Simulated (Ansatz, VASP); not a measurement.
## C in VASP and in Ansatz

```
C
1.0
     0.00000    1.75023    1.66780
     1.75023    0.00000    1.66780
     1.75023    1.75023    0.00000
C
2
Direct
  0.50000 0.50000 0.50000
  0.75000 0.75000 0.75000
```

Alike in both runs: task single point; functional LDA; k mesh 12 × 12 × 12; occupations gaussian, width 0.05 eV; no spin polarisation.

|  | VASP | Ansatz |
| --- | --- | --- |
| version | VASP 6.6.1 | Ansatz 0.2.0 |
| potentials or method | VASP PAW LDA potentials, release 64 (C) | scalar-relativistic, plane waves, PAW |
| plane-wave cutoff (eV) | 520 | 520 |
| valence electrons in the cell | 8 | 8 |

Ansatz gave:

- gap on the k mesh at the Fermi level (eV): 3.12
- least direct gap on the mesh (eV): 4.96

Q: What did VASP give for the same quantities?

A: gap on the k mesh at the Fermi level (eV): 3.10; least direct gap on the mesh (eV): 4.96.

Ansatz warned: «pseudo_functional_mismatch».
